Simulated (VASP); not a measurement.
# TiS2 (P-3m1) in VASP: further runs

Aim: see how the results for TiS2 move with the level of theory and the settings. Levels: PBE, PBE+D3(BJ). Tasks: relaxation of cell and atoms.

All numbers are computed with VASP 6.6.1; they aren't measurements. Logs are shortened: lines on timing, memory, paths and dates and some standing lists are left out, and cuts for length are marked.

## Step 1: The crystal as given

The structure is trigonal, space group P-3m1 (No. 164). The conventional cell has a = 3.415 Å, b = 3.415 Å, c = 6.471 Å, α = 90.00°, β = 90.00°, γ = 120.00°. Around Ti (site symmetry -3m) lie 6 S at 2.43 Å. Around S (site symmetry 3m) lie 3 Ti at 2.43 Å.

## Step 2: Relaxation of cell and atoms, PBE

Contents of INCAR:

```
PREC = Accurate ; ENCUT = 600
EDIFF = 1E-7 ; ISMEAR = 1
SIGMA = 0.1 ; LREAL = False
LASPH = True ; NELM = 80
ALGO = Normal ; ISIF = 3
LWAVE = False ; LCHARG = False
GGA = PE ; IBRION = 2
NSW = 90 ; EDIFFG = -0.005
```

Contents of KPOINTS:

```
regular mesh
0
Gamma
  12 12 7
```

Contents of POSCAR:

```
TiS2                                    
1.0
    3.4149576339     -0.0000000000      0.0000000000
   -1.7074788170      2.9574400638     -0.0000000000
    0.0000000000     -0.0000000000      6.4713185025
  Ti              S             
     1     2
Direct
     0.0000000000000000    0.0000000000000000    0.0000000000000000
     0.3333333332999970    0.6666666667000030    0.2193456145416293
     0.6666666667000030    0.3333333332999970    0.7806543854583704
```

Potentials or basis: VASP PAW PBE potentials, release 64 (Ti_sv, S).

Launch:

```sh
$ cat potpaw_PBE.64/Ti_sv/POTCAR potpaw_PBE.64/S/POTCAR > POTCAR
$ mpirun -np 1 vasp_std > vasp.out
```

OUTCAR:

```text
PREC = Accurate
   ENCUT = 600
   EDIFF = 1E-7
   ISMEAR = 1
   LREAL = False
   LASPH = True
   NELM = 80
   ISIF = 3
   GGA = PE
   IBRION = 2
   NSW = 90
   EDIFFG = -0.005

 ion  position               nearest neighbor table
   1  0.000  0.000  0.000-   2 2.43   3 2.43   3 2.43   2 2.43   3 2.43   2 2.43
   2  0.333  0.667  0.219-   1 2.43   1 2.43   1 2.43
   3  0.667  0.333  0.781-   1 2.43   1 2.43   1 2.43

  LATTYP: Found a hexagonal cell.
 ALAT       =     3.4149576339
 C/A-ratio  =     1.8949923238

  Lattice vectors:

 A1 = (   3.4149576339,   0.0000000000,   0.0000000000)
 A2 = (  -1.7074788170,   2.9574400638,   0.0000000000)
 A3 = (   0.0000000000,   0.0000000000,   6.4713185025)

Analysis of symmetry for initial positions (statically):
=====================================================================
 Subroutine PRICEL returns:
 Original cell was already a primitive cell.

 Routine SETGRP: Setting up the symmetry group for a
 hexagonal supercell.

 Subroutine GETGRP returns: Found 12 space group operations
 (whereof 12 operations were pure point group operations)
 out of a pool of 24 trial point group operations.

The static configuration has the point symmetry D_3d.

Analysis of symmetry for dynamics (positions and initial velocities):
=====================================================================
 Subroutine PRICEL returns:
 Original cell was already a primitive cell.

 Routine SETGRP: Setting up the symmetry group for a
 hexagonal supercell.

 Subroutine GETGRP returns: Found 12 space group operations
 (whereof 12 operations were pure point group operations)
 out of a pool of 24 trial point group operations.

The dynamic configuration has the point symmetry D_3d.

 Subroutine INISYM returns: Found 12 space group operations
 (whereof 12 operations are pure point group operations),
 and found     1 'primitive' translations

----------------------------------------------------------------------------------------

                                     Primitive cell

  volume of cell :      65.3573

  direct lattice vectors                    reciprocal lattice vectors
     3.414957634  0.000000000  0.000000000     0.292829401  0.169065134  0.000000000
    -1.707478817  2.957440064  0.000000000     0.000000000  0.338130268  0.000000000
     0.000000000  0.000000000  6.471318502     0.000000000  0.000000000  0.154528015

  length of vectors
     3.414957634  3.414957634  6.471318502     0.338130268  0.338130268  0.154528015

  position of ions in fractional coordinates (direct lattice)
     0.000000000  0.000000000  0.000000000
     0.333333333  0.666666667  0.219345615
     0.666666667  0.333333333  0.780654385

  ion indices of the primitive-cell ions
   primitive index   ion index
                 1           1
                 2           2
                 3           3

----------------------------------------------------------------------------------------

 KPOINTS: regular mesh

Automatic generation of k-mesh.
 Grid dimensions read from file:
 generate k-points for:   12   12    7

 Generating k-lattice:

  Cartesian coordinates                     Fractional coordinates (reciprocal lattice)
     0.024402450  0.014088761  0.000000000     0.083333333  0.000000000  0.000000000
     0.000000000  0.028177522  0.000000000     0.000000000  0.083333333  0.000000000
     0.000000000  0.000000000  0.022075431     0.000000000  0.000000000  0.142857143

  Length of vectors
     0.028177522  0.028177522  0.022075431

  Shift w.r.t. Gamma in fractional coordinates (k-lattice)
     0.000000000  0.000000000  0.000000000

 Subroutine IBZKPT returns following result:
 ===========================================

 Found    112 irreducible k-points:

 Following reciprocal coordinates:
            Coordinates               Weight
  0.000000  0.000000  0.000000      1.000000
  0.083333  0.000000  0.000000      6.000000
  0.166667 -0.000000  0.000000      6.000000
  0.250000  0.000000  0.000000      6.000000
  0.333333 -0.000000  0.000000      6.000000
  0.416667 -0.000000  0.000000      6.000000
[... 16 lines left out ...]
  0.166667 -0.000000  0.142857      6.000000
  0.000000  0.166667  0.142857      6.000000
 [... further k-points ...]
   k-points           NKPTS =    112   k-points in BZ     NKDIM =    112   number of bands    NBANDS=     16
   number of dos      NEDOS =    301   number of ions     NIONS =      3
   total plane-waves  NPLWV =  42336
   dimension x,y,z NGX =    28 NGY =   28 NGZ =   54
   dimension x,y,z NGXF=    56 NGYF=   56 NGZF=  108
   ions per type =               1   2
   NGX,Y,Z   is equivalent  to a cutoff of  13.63, 13.63, 13.87 a.u.
   NGXF,Y,Z  is equivalent  to a cutoff of  27.26, 27.26, 27.74 a.u.
 SYSTEM =  unknown system
   PREC   = accura    normal or accurate (medium, high low for compatibility)
   ISTART =      0    job   : 0-new  1-cont  2-samecut
   ICHARG =      2    charge: 1-file 2-atom 10-const
   ISPIN  =      1    spin polarized calculation?
   LNONCOLLINEAR =      F non collinear calculations
   LSORBIT =      F    spin-orbit coupling
   LASPH  =      T    aspherical Exc in radial PAW
   ENCUT  =  600.0 eV  44.10 Ry    6.64 a.u.   6.82  6.82 12.92*2*pi/ulx,y,z
   NELM   =     80;   NELMIN=  2; NELMDL= -5     # of ELM steps
   EDIFF  = 0.1E-06   stopping-criterion for ELM
   LREAL  =      F    real-space projection
   EDIFFG = -.5E-02   stopping-criterion for IOM
   NSW    =     90    number of steps for IOM
   IBRION =      2    ionic relax: 0-MD 1-quasi-New 2-CG
   NFREE  =      1    steps in history (QN), initial steepest desc. (CG)
   ISIF   =      3    stress and relaxation
   ISYM   =      2    0-nonsym 1-usesym 2-fastsym
   POTIM  = 0.5000    time-step for ionic-motion
   TEBEG  =    0.0;   TEEND  =   0.0 temperature during run
   PSTRESS=    0.0 pullay stress
   NELECT =      24.0000    total number of electrons
   NUPDOWN=      -1.0000    fix difference up-down
   EMIN   =  10.00;   EMAX   =-10.00  energy-range for DOS
   EFERMI =   0.00;   METHOD = LEGACY
   ISMEAR =     1;   SIGMA  =   0.10  broadening in eV -4-tet -1-fermi 0-gaus
   EFERMI_NEDOS =   21; number of points for ismear=-14 and -15
   IALGO  =     38    algorithm
   IMIX   =      4    mixing-type and parameters
     AMIX     =   0.40;   BMIX     =  1.00
     AMIX_MAG =   1.60;   BMIX_MAG =  1.00
  volume/ion in A,a.u.               =      21.79       147.02
  Fermi-wavevector in a.u.,A,eV,Ry     =   1.172323  2.215369 18.699043  1.374341
  Thomas-Fermi vector in A             =   2.308753
   LORBIT       =      0    0 simple, 1 ext, 2 COOP (PROOUT), +10 PAW based schemes
   GGA     = PE    functional components
   LHFCALC =     F    Hartree Fock is set to
   AEXX    =    0.0000 exact exchange contribution
   IVDW    =     0    specifies the selected vdW correction
   LEPSILON=     F    determine dielectric tensor
   LRPA    =     F    only Hartree local field effects (RPA)
 conjugate gradient relaxation of ions
 non-spin polarized calculation
 Methfessel and Paxton  Order N= 1 SIGMA  =   0.10
  energy-cutoff  :      600.00
  volume of cell :       65.36
 maximum number of plane-waves:      2206
   NGX = 13   NGY = 13   NGZ = 25

--------------------------------------- Ionic step        1  -------------------------------------------

 number of electron      24.0000002 magnetization

 Free energy of the ion-electron system (eV)
  ---------------------------------------------------
  ext. energy  EPLUGINS =         0.00000000
  ---------------------------------------------------
  free energy    TOTEN  =       -19.96486902 eV

  energy without entropy =      -19.96458674  energy(sigma->0) =      -19.96477493

------------------------ aborting loop because EDIFF is reached ----------------------------------------

  FORCE on cell =-STRESS in cart. coord.  units (eV):
  Direction    XX          YY          ZZ          XY          YZ          ZX
  --------------------------------------------------------------------------------------
  -------------------------------------------------------------------------------------
  Total       -0.0223187     -0.0223187      0.0079151      0.0000000     -0.0000000      0.0000000
  in kB       -0.5471233     -0.5471233      0.1940317      0.0000000     -0.0000000      0.0000000
  external PRESSURE =      -0.3000716 kB  Pullay stress =       0.0000000 kB

 VOLUME and BASIS-vectors are now :
 -----------------------------------------------------------------------------
  energy-cutoff  :      600.00
  volume of cell :       65.36
      direct lattice vectors                 reciprocal lattice vectors
     3.414957634  0.000000000  0.000000000     0.292829401  0.169065134  0.000000000
    -1.707478817  2.957440064  0.000000000     0.000000000  0.338130268  0.000000000
     0.000000000  0.000000000  6.471318502     0.000000000  0.000000000  0.154528015
[... 75 lines left out ...]
 POSITION                                       TOTAL-FORCE (eV/Angst)
 -----------------------------------------------------------------------------------
     -1.70682      2.95631      6.47220        -0.000000     -0.000000      0.000000
     -0.00000      1.97087      1.41967        -0.000000     -0.000000      0.004651
      1.70682      0.98544      5.05253         0.000000      0.000000     -0.004651
 -----------------------------------------------------------------------------------
    total drift:                               -0.000000      0.000000      0.000000

  FREE ENERGIE OF THE ION-ELECTRON SYSTEM (eV)
  ---------------------------------------------------
  free  energy   TOTEN  =       -19.9648783993 eV

  energy  without entropy=      -19.9645806844  energy(sigma->0) =      -19.96477916

--------------------------------------- Ionic step        4  -------------------------------------------

 number of electron      24.0000002 magnetization

 Free energy of the ion-electron system (eV)
  ---------------------------------------------------
  ext. energy  EPLUGINS =         0.00000000
  ---------------------------------------------------
  free energy    TOTEN  =       -19.96488359 eV

  energy without entropy =      -19.96457427  energy(sigma->0) =      -19.96478048

 E-fermi :   4.0850     XC(G=0):  -9.2532

 val. band max:        4.0756809282   @ k =   0.0000   0.0000   0.2857
 cond. band min:       4.0887835455   @ k =   0.0000   0.0000   0.1429
 fundamental gap:      0.0131026173
 Fermi energy:         4.0850105215

 k-point     1 :       0.0000    0.0000    0.0000
  band No.  band energies     occupation
      1     -53.6480      2.00000
      2     -29.8719      2.00000
      3     -29.8225      2.00000
      4     -29.8225      2.00000
      5      -9.4935      2.00000
      6      -8.1783      2.00000
[... 8 lines left out ...]
     15       4.9847     -0.00000
     16       7.6372      0.00000
[... 419 lines left out ...]
 k-point    24 :       0.0000    0.1667    0.1429
  band No.  band energies     occupation
      1     -53.6451      2.00000
      2     -29.8658      2.00000
      3     -29.8542      2.00000
      4     -29.8297      2.00000
      5      -9.1715      2.00000
      6      -8.1086      2.00000
[... 8 lines left out ...]
     15       5.5417     -0.00000
     16       7.0155      0.00000

 [... further k-points ...]

------------------------ aborting loop because EDIFF is reached ----------------------------------------

  FORCE on cell =-STRESS in cart. coord.  units (eV):
  Direction    XX          YY          ZZ          XY          YZ          ZX
  --------------------------------------------------------------------------------------
  -------------------------------------------------------------------------------------
  Total        0.0037863      0.0037863      0.0069467     -0.0000000      0.0000000     -0.0000000
  in kB        0.0928672      0.0928672      0.1703838     -0.0000000      0.0000000     -0.0000000
  external PRESSURE =       0.1187060 kB  Pullay stress =       0.0000000 kB

 VOLUME and BASIS-vectors are now :
 -----------------------------------------------------------------------------
  energy-cutoff  :      600.00
  volume of cell :       65.32
      direct lattice vectors                 reciprocal lattice vectors
     3.413126048  0.000000000  0.000000000     0.292986543  0.169155859  0.000000000
    -1.706563024  2.955853864 -0.000000000    -0.000000000  0.338311718  0.000000000
    -0.000000000 -0.000000000  6.474792200    -0.000000000 -0.000000000  0.154445111

 POSITION                                       TOTAL-FORCE (eV/Angst)
 -----------------------------------------------------------------------------------
      3.41313      0.00000      0.00000        -0.000000      0.000000      0.000000
     -0.00000      1.97057      1.42043        -0.000000      0.000000     -0.001500
      1.70656      0.98528      5.05436         0.000000     -0.000000      0.001500
 -----------------------------------------------------------------------------------
    total drift:                                0.000000      0.000000     -0.000000

  FREE ENERGIE OF THE ION-ELECTRON SYSTEM (eV)
  ---------------------------------------------------
  free  energy   TOTEN  =       -19.9648835875 eV

  energy  without entropy=      -19.9645742692  energy(sigma->0) =      -19.96478048

 reached required accuracy - stopping structural energy minimisation
```

Run time: 2.2 min. Hardware: 1 thread of Intel Xeon 6975P-C (Granite Rapids), shared host; peak memory 0.3 GiB.

What came out:

- Free energy: -19.9649 eV
- Relaxed volume: 21.77 Å³/atom
- Relaxed cell: a = 3.413 Å, b = 3.413 Å, c = 6.475 Å, α = 90.00°, β = 90.00°, γ = 120.00°
- Space group after relaxing (to 0.05 Å): P-3m1 (No. 164)
- Energy gained by relaxing: 0.0 meV/atom
- Ionic steps: 4
- Pressure after relaxing: 0.0 GPa
- Band gap on the k mesh: none (metal or under the smearing width)

Final structure:
```yaml
crystal:
  lattice:
    - [3.41313, 0.00000, 0.00000]
    - [-1.70656, 2.95585, 0.00000]
    - [0.00000, 0.00000, 6.47479]
  atoms:
    - { symbol: Ti, position: [0.00000, 0.00000, 0.00000] }
    - { symbol: S, position: [0.33333, 0.66667, 0.21938] }
    - { symbol: S, position: [0.66667, 0.33333, 0.78062] }
```

Caveat: this functional lacks dispersion, which binds the layers, so the pressure and a relaxed spacing across them are unreliable.

## Step 3: Relaxation of cell and atoms, PBE+D3(BJ)

This run uses another cell than the first one, of 19.14 Å³/atom, 0.879 times its volume.

Contents of INCAR:

```
SYSTEM = TiS2
  PREC = Accurate
  ENCUT = 600
  EDIFF = 1E-6
  ISMEAR = 1
  SIGMA = 0.1
  LREAL = .FALSE.
  LASPH = .TRUE.
  NELM = 80
  ALGO = Normal
  ISIF = 3
  LWAVE = .FALSE.
  LCHARG = .FALSE.
  GGA = PE
  IVDW = 12
  IBRION = 2
  NSW = 90
  EDIFFG = -0.01
```

Contents of KPOINTS:

```
regular mesh
0
G
  12 12 7
  0 0 0
```

Contents of POSCAR:

```
TiS2
1.0
    3.4120000000      0.0000000000      0.0000000000
   -1.7060000000      2.9548786777      0.0000000000
    0.0000000000      0.0000000000      5.6950000000
Ti S
1 2
Direct
    0.0000000000      0.0000000000      0.0000000000
    0.3333333333      0.6666666667      0.2500000000
    0.6666666667      0.3333333333      0.7500000000
```

Potentials or basis: VASP PAW PBE potentials, release 64 (Ti_sv, S).

Launch:

```sh
$ cat potpaw_PBE.64/Ti_sv/POTCAR potpaw_PBE.64/S/POTCAR > POTCAR
$ mpirun -np 1 vasp_std > vasp.out
```

Wall time 11 min (1 thread of Intel Xeon 6975P-C (Granite Rapids), shared host); peak memory 0.28 GiB.

Results (log left out):

| Quantity | Value |
| --- | --- |
| Free energy | -21.1072 eV |
| Relaxed volume | 17.98 Å³/atom |
| Relaxed cell | a = 3.358 Å, b = 3.358 Å, c = 5.523 Å, α = 90.00°, β = 90.00°, γ = 120.00° |
| Space group after relaxing (to 0.05 Å) | P-3m1 (No. 164) |
| Energy gained by relaxing | 8.8 meV/atom |
| Ionic steps | 15 |
| Pressure after relaxing | 0.0 GPa |
| Largest force after relaxing | 0.003 eV/Å |
| Band gap on the k mesh | none (metal or under the smearing width) |
| Dispersion energy per atom | -0.410 eV |

Forces on the atoms (eV/Å):
```
Ti   0.000  0.000  0.000
S    0.000  0.000  0.003
S    0.000  0.000 -0.003
```

Step by step:
| step | energy change (eV) | largest force (eV/Å) | pressure (GPa) | volume (Å³) |
| --- | --- | --- | --- | --- |
| 1 | 0.0000 | 0.1233 | -2.93 | 57.42 |
| 2 | -0.0037 | 0.5324 | 2.64 | 54.55 |
| 3 | -0.0154 | 0.2172 | -0.09 | 55.86 |
| 4 | -0.0193 | 0.1409 | -0.11 | 55.53 |
| 5 | -0.0210 | 0.0305 | -0.11 | 55.08 |
| 6 | -0.0210 | 0.0440 | -0.07 | 55.13 |
| 7 | -0.0225 | 0.0354 | -0.13 | 54.96 |
| 8 | -0.0256 | 0.0056 | -0.20 | 54.43 |
| 9 | -0.0238 | 0.0691 | -0.17 | 53.36 |
| 10 | -0.0264 | 0.0099 | -0.10 | 54.08 |
| 11 | -0.0264 | 0.0118 | -0.16 | 54.05 |
| 12 | -0.0259 | 0.0375 | -0.16 | 53.71 |
| 13 | -0.0264 | 0.0131 | -0.13 | 54.02 |
| 14 | -0.0261 | 0.0621 | 0.48 | 53.71 |
| 15 | -0.0265 | 0.0034 | 0.01 | 53.95 |

Final structure:
```
Ti S
1.0
     3.35846    0.00000    0.00000
    -1.67923    2.90851    0.00000
     0.00000    0.00000    5.52309
Ti S
1 2
Direct
  0.00000 0.00000 0.00000
  0.33333 0.66667 0.25877
  0.66667 0.33333 0.74123
```

Levels at points of the mesh, in eV from the Fermi level:
```
           k point  band 10  band 11  band 12  band 13  band 14  band 15
(0.00, 0.00, 0.00)     0.15     0.16     0.16     0.54     0.54     0.87
(0.50, 0.00, 0.00)    -2.91    -2.64    -1.65     0.18     1.65     2.10
```

Caveat: pairwise dispersion overbinds metals, which lowers pressure and volume.

## Step 4: Relaxation of cell and atoms, PBE+D3(BJ)

This run uses another cell than the first one, of 17.98 Å³/atom, 0.825 times its volume.

INCAR: that of step 3 with these lines changed.

```diff
@@ -3,3 +3,3 @@
   ENCUT = 600
-  EDIFF = 1E-6
+  EDIFF = 1E-7
   ISMEAR = 1
@@ -17,2 +17,2 @@
   NSW = 90
-  EDIFFG = -0.01
+  EDIFFG = -0.005
```

KPOINTS is that of step 3.

Contents of POSCAR:

```
TiS2                                    
1.0
    3.3584555061      0.0000000000     -0.0000000000
   -1.6792277531      2.9085077858     -0.0000000000
    0.0000000000     -0.0000000000      5.5230876405
  Ti              S             
     1     2
Direct
     0.0000000000000000    0.0000000000000000    0.0000000000000000
     0.3333333332999970    0.6666666667000030    0.2587672932822837
     0.6666666667000030    0.3333333332999970    0.7412327067177162
```

Launch:

```sh
$ cat potpaw_PBE.64/Ti_sv/POTCAR potpaw_PBE.64/S/POTCAR > POTCAR
$ mpirun -np 1 vasp_std > vasp.out
```

Run time: 57 s. Hardware: 1 thread of Intel Xeon 6975P-C (Granite Rapids), shared host; peak memory 0.27 GiB.

Results (log left out):

- Free energy: -21.1066 eV
- Pressure after relaxing: 0.0 GPa
- Largest force after relaxing: 0.004 eV/Å
- Band gap on the k mesh: none (metal or under the smearing width)
- Dispersion energy per atom: -0.410 eV

Forces in eV/Å, atoms in the order of the input:
```
Ti   0.000  0.000  0.000
S    0.000  0.000  0.004
S    0.000  0.000 -0.004
```

Final structure:
```
CELL_PARAMETERS angstrom
3.35846 0.00000 0.00000
-1.67923 2.90851 0.00000
0.00000 0.00000 5.52309
ATOMIC_POSITIONS crystal
Ti 0.00000 0.00000 0.00000
S 0.33333 0.66667 0.25877
S 0.66667 0.33333 0.74123
```

Levels at points of the mesh, in eV from the Fermi level:
```csv
k point,band 8,band 9,band 10,band 11,band 12,band 13,band 14,band 15,band 16
"(0.00, 0.00, 0.00)",-2.78,-2.78,0.15,0.16,0.16,0.54,0.54,0.87,3.46
"(0.50, 0.00, 0.00)",-3.79,-3.05,-2.91,-2.64,-1.65,0.18,1.65,2.10,3.77
```

Caveat: the relaxation stopped at its first step, so nothing moved; pairwise dispersion overbinds metals, which lowers pressure and volume.
